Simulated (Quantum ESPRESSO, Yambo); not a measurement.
Planning a run of Yambo 5.3.0 on Te2Mo (2H monolayer). The input:

```
optics
bss
bse
em1s
dipoles
rim_cut
rim_w
RandQpts= 3000000
RandGvec= 100 RL
CUTGeo= "slab z"
RandGvecW= 9 RL
Chimod= "HARTREE"
BSKmod= "SEX"
BSEmod= "coupling"
BSSmod= "d"
BSENGexx= 30 Ry
BSENGBlk= 6 Ry
% BSEQptR
 1 | 1 |
%
% BSEBands
 26 | 35 |
%
% BEnRange
 0 | 5 | eV
%
% BDmRange
 0.1 | 0.1 | eV
%
BEnSteps= 101
% BLongDir
 1 | 0 | 0 |
%
% BndsRnXs
 1 | 71 |
%
NGsBlkXs= 6 Ry
% LongDrXs
 1 | 1 | 0 |
%
% KfnQP_E
 0.675 | 1.0 | 1.0 |
%
WRbsWF
```

```sh
OMP_NUM_THREADS=1 mpirun -n 4 yambo -F bse5.in -J bse5,bse2_W -C bse5 > bse5.log
```

The stored states that it reads are on a 6×6×1 mesh. The cell holds 3 atoms: 1 Mo and 2 Te. Its edges and angles: a = 3.560 Å, b = 3.560 Å, c = 17.000 Å, α = 90.0°, β = 90.0°, γ = 120.0°. Vacuum lies along c.

How long will it take on 4 MPI ranks of Arm Neoverse V1, shared host, and how much memory?

It took 50 s; on shared hardware allow 25 s to 1.7 min. Peak host memory was 2.0 GiB.

The kernel grows as the square of the matrix size, and full diagonalisation as its cube.

[Paths, hosts, dates, memory and timing lines, banners, echoed tables and standing remarks are left out of the program output.]

[Logs are printed without paths, hosts, clocks, repeated set-up lines and the standing remarks that a program may print on its own settings, such as how far it seeks lower states.]

[Runs of the session that timed out or met a known fault of the program may be left out.]

[Hosts, paths, dates, database ids (printed as entryN), source tags and the programs' standing remarks are cut or masked in the printed files.]
